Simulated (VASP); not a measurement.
Crystal: Os.

```
CELL_PARAMETERS angstrom
2.73410 0.00000 0.00000
-1.36705 2.36780 0.00000
0.00000 0.00000 4.31970
ATOMIC_POSITIONS crystal
Os 0.66667 0.33333 0.75000
Os 0.33333 0.66667 0.25000
```

```yaml
Program: VASP 6.6.1
Task: relaxation of cell and atoms
Functional: vdW-DF
Potentials_or_basis: VASP PAW PBE potentials, release 64 (Os)
Cutoff: 600 eV
k_mesh: 11 × 11 × 6
Occupations: fermi-dirac, width 0.05 eV
Spin: no spin polarisation
```

At the start: pressure 22.4 GPa; volume 13.98 Å³/atom.

Q: How do energy, volume and symmetry change on relaxing?

A: Over 9 steps the energy falls by 51.4 meV/atom and the volume is 14.76 Å³/atom (+5.5 %); space group P6_3/mmc (No. 194, to 0.05 Å).

The path:
```
step  energy change (eV)  largest force (eV/Å)  pressure (GPa)  volume (Å³)
   1              0.0000                0.0000           22.44        27.96
   2              1.1675                0.0000          -45.39        36.67
   3             -0.1015                0.0000           -2.02        29.68
   4             -0.1026                0.0000           -0.17        29.53
   5             -0.1026                0.0000            0.23        29.50
   6             -0.1026                0.0000            0.21        29.50
   7             -0.1027                0.0000            0.21        29.50
   8             -0.1027                0.0000           -0.58        29.56
   9             -0.1027                0.0000            0.02        29.51
```

Final structure:
```yaml
crystal:
  lattice:
    - [2.78516, 0.00000, 0.00000]
    - [-1.39258, 2.41202, 0.00000]
    - [0.00000, 0.00000, 4.39345]
  atoms:
    - { symbol: Os, position: [0.66667, 0.33333, 0.75000] }
    - { symbol: Os, position: [0.33333, 0.66667, 0.25000] }
```

Caveat: the PAW data sets were made with another functional, which shifts forces and pressure a little.
